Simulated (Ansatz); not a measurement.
The calculation used DFT PBE, scalar-relativistic, plane waves, PAW (Ansatz 0.2.0). All cells share a 420 eV cutoff and Γ-centred k meshes spaced at most about 0.3 Å⁻¹ (about 0.25 or finer for metals, 2π included). No spin polarisation in the final relaxations.

These are static total energies at zero pressure.

Two relaxed structures of SnTe:

A.

```xyz
2
Lattice="3.3197 0.0000 0.0000 -1.6598 2.8749 0.0000 0.0000 0.0000 6.4073" Properties=species:S:1:pos:R:3 pbc="T T T"
Sn    0.0000    0.0000    3.2036
Te    0.0000    0.0000    0.0000
```

B.

```xyz
2
Lattice="3.1463 0.0000 0.0000 0.0000 3.1463 0.0000 0.0000 0.0000 6.3540" Properties=species:S:1:pos:R:3 pbc="T T T"
Sn    0.0000    0.0000    3.1770
Te    0.0000    0.0000    0.0000
```

Question: Which form is favoured at zero pressure, and by what margin per atom?

Answer: B is lower, by 98 meV/atom. A has space group P6/mmm (No. 191), 30.6 Å³/atom and no gap on its mesh; B has space group P4/mmm (No. 123), 31.5 Å³/atom and no gap. In A, Sn is surrounded by 2 Te at 3.20 Å and 6 Sn at 3.32 Å; around Te lie 2 Sn at 3.20 Å and 6 Te at 3.32 Å. In B, around Sn lie 4 Sn at 3.15 Å and 2 Te at 3.18 Å; around Te lie 4 Te at 3.15 Å and 2 Sn at 3.18 Å. Both come from invented guesses. A third cell relaxed alike, in P6_3/mmc, lies 143 meV/atom below the lower of the two. The part of the Crystallography Open Database at hand lists SnTe in space group No. 225, which no cell shown has.

Spin–orbit coupling, which can matter for Te, is left out. Cells relaxed within their symmetry can be saddle points.
